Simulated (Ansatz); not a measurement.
HfO$_{2}$: ab initio molecular dynamics

These are results of Ansatz, DFT PBE, scalar-relativistic, plane waves, PAW, not measurements. Settings: plane waves to 420 eV, k-mesh 2×2×2 (shifted by 0.5, 0.5, 0.5 steps), Fermi–Dirac smearing 0.37 eV. The mesh is coarse. Spin–orbit coupling is left out, which matters for the heavy elements here. No spin polarisation.

24 atoms, starting at 1.12 times the perfect crystal's volume (space group Fm-3m, not the usual structure); Langevin thermostat at 4300 K (friction 0.02 fs⁻¹), fixed cell; 75 steps of 2 fs. The run is short and not equilibrated.

First frame:

```
Hf O
1.0
    -5.29386    5.29386    0.00000
    -5.29386    0.00000    5.29386
     0.00000    5.29386    5.29386
Hf O
8 16
Direct
  0.00541 0.01381 0.47358
  0.51233 0.97615 0.54815
  0.99712 0.51498 0.51034
  0.99468 0.98075 0.99453
  0.50103 0.50447 0.49115
  0.50890 0.98264 0.99932
  0.94583 0.48534 0.01362
  0.46842 0.48639 0.03548
  0.85226 0.93030 0.34484
  0.42354 0.84007 0.42161
  0.86598 0.37655 0.34549
  0.93294 0.82490 0.85786
  0.42901 0.35391 0.38772
  0.32463 0.85633 0.90961
  0.96636 0.32107 0.86895
  0.28041 0.47764 0.88192
  0.57343 0.62916 0.13098
  0.10206 0.60473 0.19473
  0.60717 0.17438 0.05639
  0.67019 0.62035 0.68208
  0.17452 0.05972 0.16943
  0.16509 0.67053 0.52051
  0.59726 0.13946 0.67448
  0.09789 0.15287 0.59068
```

```
Mean temperature over the second half                                                                                                                                                                         : 4208 K
Mean pressure over the second half (kinetic part included)                                                                                                                                                    : 8.4 GPa
Mean potential energy above the perfect crystal (relaxed, at volume ratio 1; besides heat the difference comes from the volume, 12 % larger; its own run had another smearing, without effect beside its gap) : 463 meV/atom
Mean-square drift of Hf from first to last step (mean shift of all atoms removed)                                                                                                                             : 0.24 Å²
Mean-square drift of O from first to last step (mean shift of all atoms removed)                                                                                                                              : 0.35 Å²
```

Pair distribution functions g(r), second half of the run, up to half the cell's height:

| r (Å) | Hf-O | O-O |
| --- | --- | --- |
| 1.65 | 0.0 | 0.0 |
| 1.75 | 0.4 | 0.0 |
| 1.85 | 1.7 | 0.0 |
| 1.95 | 3.2 | 0.0 |
| 2.05 | 3.7 | 0.1 |
| 2.15 | 2.8 | 0.3 |
| 2.25 | 2.8 | 0.4 |
| 2.35 | 2.2 | 0.8 |
| 2.45 | 1.3 | 1.8 |
| 2.55 | 1.0 | 1.6 |
| 2.65 | 0.8 | 2.0 |
| 2.75 | 0.7 | 1.8 |
| 2.85 | 0.6 | 1.5 |
| 2.95 | 0.2 | 1.4 |

Along the run (potential energy from its first value; pressure with the kinetic part):

| t (fs) | T (K) | ΔE_pot (meV/atom) | P (GPa) |
| --- | --- | --- | --- |
| 0.0 | 4121 | 0.0 | -4.6 |
| 6.0 | 4592 | 3.2 | -2.8 |
| 12.0 | 4184 | 59.4 | -0.1 |
| 18.0 | 3414 | 122.9 | 2.5 |
| 24.0 | 3663 | 145.7 | 4.0 |
| 30.0 | 3519 | 119.5 | 3.2 |
| 36.0 | 4117 | 84.5 | 2.3 |
| 42.0 | 4326 | 77.0 | 2.5 |
| 48.0 | 3418 | 143.6 | 4.3 |
| 54.0 | 3541 | 175.1 | 4.8 |
| 60.0 | 3789 | 191.2 | 4.3 |
| 66.0 | 3594 | 201.7 | 2.9 |
| 72.0 | 3855 | 251.7 | 4.5 |
| 78.0 | 4259 | 299.4 | 7.6 |
| 84.0 | 3865 | 291.6 | 8.3 |
| 90.0 | 4815 | 223.1 | 8.7 |
| 96.0 | 5101 | 174.6 | 7.7 |
| 102.0 | 4447 | 217.6 | 7.8 |
| 108.0 | 4136 | 261.5 | 8.8 |
| 114.0 | 4425 | 241.0 | 7.4 |
| 120.0 | 4702 | 228.4 | 6.0 |
| 126.0 | 5028 | 202.9 | 6.1 |
| 132.0 | 4108 | 220.5 | 7.4 |
| 138.0 | 3597 | 286.0 | 10.2 |
| 144.0 | 2765 | 345.6 | 12.1 |
| 150.0 | 3868 | 303.7 | 13.1 |

Cost: 1 run of about 51 core-minutes (earlier runs that led there not counted), on Arm Neoverse V1 (shared hosts).